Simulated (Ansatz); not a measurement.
Crystal: BaTiO3.

```xyz
10
Lattice="-3.8027 -0.0566 -0.0218 -0.0219 -0.0317 -4.1303 -0.1132 -7.9735 -0.0631" Properties=species:S:1:pos:R:3 pbc="T T T"
Ba   -0.2466   -3.9791   -3.7874
Ba   -0.0540   -0.2243   -3.8091
Ti   -1.7732   -1.6800   -2.1731
Ti   -2.0067   -6.1212   -2.0029
O    -1.8588   -1.9453   -0.1906
O    -1.8152   -5.5583   -0.3551
O    -2.1087   -3.6341   -2.2729
O    -2.0275   -0.2908   -2.3182
O    -3.7738   -2.1462   -1.9271
O    -0.1085   -6.6995   -2.1549
```

The cell isn't the ideal one: all atoms moved at random, sigma 0.25 Å a component, cell strained at random, sigma 0.06.

```yaml
Program: Ansatz 0.2.0
Task: relaxation of cell and atoms
Functional: r2SCAN
Potentials_or_basis: Ansatz PAW
Cutoff: "500 eV (not typed: the program's choice for these potentials)"
k_mesh: 7 × 7 × 4
Occupations: fermi-dirac, width 0.05 eV
Spin: no spin polarisation
```

At the start: volume 12.52 Å³/atom.

Where does the relaxation end?

It ends after 8 steps and the volume is 13.03 Å³/atom (+4.1 %); space group R3m (No. 160, to 0.05 Å).

Step by step:
```
step  energy change (eV)  largest force (eV/Å)  volume (Å³)
   1              0.0000               27.1822       125.20
   2             -7.1101               10.6565       132.42
   3             -9.7905                3.2438       132.61
   4            -10.6799                1.2503       132.90
   5            -10.8599                0.0994       130.47
   6            -10.8691                0.0510       130.47
   7            -10.8698                0.0036       130.30
   8            -10.8721                0.0036       130.30
```

Final structure:
```yaml
crystal:
  lattice:
    - [-4.02297, -0.00715, -0.00688]
    - [-0.00752, -0.00749, -4.02442]
    - [-0.01500, -8.04805, -0.01431]
  atoms:
    - { symbol: Ba, position: [0.99295, 0.99287, 0.49644] }
    - { symbol: Ba, position: [0.99293, 0.99285, 0.99644] }
    - { symbol: Ti, position: [0.47961, 0.47941, 0.23974] }
    - { symbol: Ti, position: [0.47963, 0.47941, 0.73975] }
    - { symbol: O, position: [0.50597, 0.01569, 0.25298] }
    - { symbol: O, position: [0.50596, 0.01568, 0.75299] }
    - { symbol: O, position: [0.50599, 0.50601, 0.50782] }
    - { symbol: O, position: [0.50598, 0.50600, 0.00781] }
    - { symbol: O, position: [0.01551, 0.50605, 0.25301] }
    - { symbol: O, position: [0.01548, 0.50604, 0.75302] }
```

Caveat: the plane-wave basis is chosen anew once the cell has moved, so the energies of steps on either side of that aren't comparable; the PAW data sets come from PBE, with cores solved anew for the run's functional, which leaves a small shift of forces and pressure.
